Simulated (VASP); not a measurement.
Crystal: Te.

```xyz
1
Lattice="2.2097 1.2758 1.6204 -2.2097 1.2758 1.6204 0.0000 -2.5516 1.6204" Properties=species:S:1:pos:R:3 pbc="T T T"
Te    0.0000    0.0000    2.4306
```

This isn't the form of Te at room conditions, which is trigonal, of chains.

The cell isn't the ideal one: volume scaled by 0.88.

| Item | Value |
| --- | --- |
| Program | VASP 6.6.1 |
| Task | relaxation of cell and atoms |
| Functional | LDA |
| Potentials or basis | VASP PAW LDA potentials, release 64 (Te) |
| Cutoff | 600 eV |
| k mesh | 9 × 9 × 9 |
| Occupations | fermi-dirac, width 0.15 eV |
| Spin | no spin polarisation |

At the start: pressure 8.7 GPa; volume 27.41 Å³/atom.

Where does the relaxation end?

Over 8 steps the energy falls by 79.9 meV/atom and the volume is 30.80 Å³/atom (+12.4 %); space group R-3m (No. 166, to 0.05 Å).

Step by step:
```tsv
step	energy change (eV)	largest force (eV/Å)	pressure (GPa)	volume (Å³)
1	0.0000	0.0000	8.68	27.41
2	-0.0278	0.0000	-4.72	33.73
3	-0.0788	0.0000	-0.06	30.64
4	-0.0788	0.0000	0.07	30.58
5	-0.0789	0.0000	0.07	30.59
6	-0.0791	0.0000	0.06	30.62
7	-0.0794	0.0000	0.05	30.68
8	-0.0799	0.0000	0.00	30.80
```

Final structure:
```yaml
crystal:
  lattice:
    - [2.26560, 1.30804, 1.73229]
    - [-2.26560, 1.30804, 1.73229]
    - [0.00000, -2.61608, 1.73229]
  atoms:
    - { symbol: Te, position: [0.50000, 0.50000, 0.50000] }
```
